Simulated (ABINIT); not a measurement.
Write the native input for ABINIT 10.8.3 (patched build) that does the following.

| Quantity | Value |
| --- | --- |
| Task | relaxation of cell and atoms |
| Functional | PW91 |
| Potentials or basis | JTH PAW PBE v2.0 |
| Cutoff | 653 eV |
| k mesh | 11 × 11 × 6 |
| Occupations | fermi-dirac, width 0.05 eV |
| Spin | no spin polarisation |
| Cell freedom (optcell) | 2 |
| Cutoff smearing ecutsm (Ha) | 0.5 |
| Optimiser (ionmov) | 22 |
| Force stop (Ha/bohr) | 0.0002 |
| Fine-grid cutoff | 1251.72 eV |

Au:

```
Au
1.0
     2.90000    0.00000    0.00000
    -1.45000    2.51147    0.00000
     0.00000    0.00000    4.88000
Au
2
Direct
  0.66667 0.33333 0.25000
  0.33333 0.66667 0.75000
```

This isn't the form of Au at room conditions, which is fcc.

The input as run:

run.abi

```
pp_dirpath "./"
pseudos "Au.GGA_PBE-JTH.xml"

acell 2.9 2.9 4.88 Angstrom
rprim
     1.0000000000     0.0000000000     0.0000000000
    -0.5000000000     0.8660254038     0.0000000000
     0.0000000000     0.0000000000     1.0000000000
ntypat 1
znucl 79
natom 2
typat 1 1
xred
     0.6666666667     0.3333333333     0.2500000000
     0.3333333333     0.6666666667     0.7500000000
chkprim 0
chksymtnons 0
tolsym 1.0e-6

ecut 653.073270 eV
pawecutdg 46.0
pawxcdev 0

kptopt 1
ngkpt 11 11 6
nshiftk 1
shiftk 0.0 0.0 0.0

ixc -109134

nband 15
occopt 3
tsmear 0.05 eV

nstep 100
tolvrs 1.0e-9

iomode 3
prtwf 0
prtden 0
prteig 0
prtebands 0
enunit 1

ionmov 22
ntime 60
tolmxf 0.0002
optcell 2
dilatmx 1.08
ecutsm 0.5
```

Potentials or basis: JTH PAW PBE v2.0.

The run is started by

```sh
$ abinit run.abi > log 2>&1
```

It gave:

The relaxed volume is 18.05 Å³/atom, the relaxed cell is a = 2.922 Å, b = 2.922 Å, c = 4.884 Å, α = 90.00°, β = 90.00°, γ = 120.00° and the space group after relaxing (to 0.05 Å) is P6_3/mmc (No. 194). The energy gained by relaxing is 2.2 meV/atom and the ionic steps are 5. The pressure after relaxing is 0.0 GPa, the band gap on the k mesh is none (metal or under the smearing width) and the valence electrons inside the program's atomic spheres are Au 9.44 (radii [1.3275] Å).

Caveat: the PAW data sets were made with another functional, which shifts forces and pressure a little.

Wall time 5.7 min on 1 thread of Arm Neoverse V1, with other jobs on the host, peak memory 0.18 GiB.
